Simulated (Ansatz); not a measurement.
Magnetic states of nickel, bcc

Method: DFT, revPBE, plane waves (420 eV) with PAW, scalar-relativistic in Ansatz. (PAW data from PBE, frozen cores regenerated.)

Each start was relaxed and then solved on a dense mesh, with Fermi-Dirac smearing of 0.05 eV (0.1 eV in a metal without spin) extrapolated to zero. Rows within 2 meV/atom of each other tie.

Problem. Where does each start end, and how do the energies compare? Starts: non-magnetic; ferromagnetic.

Solution. 
```json
{"start": "ferromagnetic", "ends": "ferromagnetic, net 0.57 μB per atom", "ΔE (meV/atom)": "0.0", "V (Å³/atom)": "11.22"}
{"start": "non-magnetic", "ends": "spin not included", "ΔE (meV/atom)": "21.9", "V (Å³/atom)": "11.15"}
```
